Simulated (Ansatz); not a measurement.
**Equation of state of Sb**

```xyz
2
Lattice="3.4565 0.0000 0.0000 -1.7283 2.9935 0.0000 0.0000 0.0000 5.3039" Properties=species:S:1:pos:R:3 pbc="T T T"
Sb    0.0000    1.9956    1.3260
Sb    1.7283    0.9978    3.9780
```

The structure comes from a relaxation in the same program, started in the hcp type, and has space group P6_3/mmc. Whether it is a known phase or the ground state wasn't checked.

No spin–orbit coupling, which matters for the heavy atoms here.

Levels of theory: DFT, PBE, all-electron LAPW, scalar-relativistic (Ansatz 0.2.0); DFT, PBE, PAW with Ansatz's default frozen-core files, scalar-relativistic (Ansatz 0.2.0).

For LAPW: a Γ-centred 13×13×7 k mesh, Fermi–Dirac smearing of 0.05 eV, basis error target 0.25 meV/atom, no spin polarisation. PAW takes a cutoff of 420 eV at this cell. The Ansatz runs share mesh, smearing and spin set-up. Plane-wave (PAW) pressures include the program's estimate of the Pulay term.

The cell above is scaled evenly, with fractional coordinates and shape held.

```csv
V/V(cell),V (Å³/atom),"P, LAPW (GPa)","P, PAW (GPa)"
0.9405,25.807,4.01,4.01
0.9700,26.617,?,?
1.0000,27.440,-0.02,-0.02
1.0300,28.263,-1.63,-1.64
1.0600,29.086,-3.02,-3.02
```

**Question.** Fill in the row V/V(cell) = 0.9700.

**Answer.** P, LAPW (GPa) = 1.86, P, PAW (GPa) = 1.86.

**Question.** What do Birch–Murnaghan fits to the pressures give?

**Answer.** LAPW: V0 = 27.43 Å³/atom, B0 = 58 GPa, B0′ = 4.1; PAW: V0 = 27.43 Å³/atom, B0 = 58 GPa, B0′ = 4.1.

PAW's V0 lies 0.00 % from the all-electron value and its B0 0.1 %. With shape and internal coordinates held, B0 is an upper bound to the relaxed modulus.
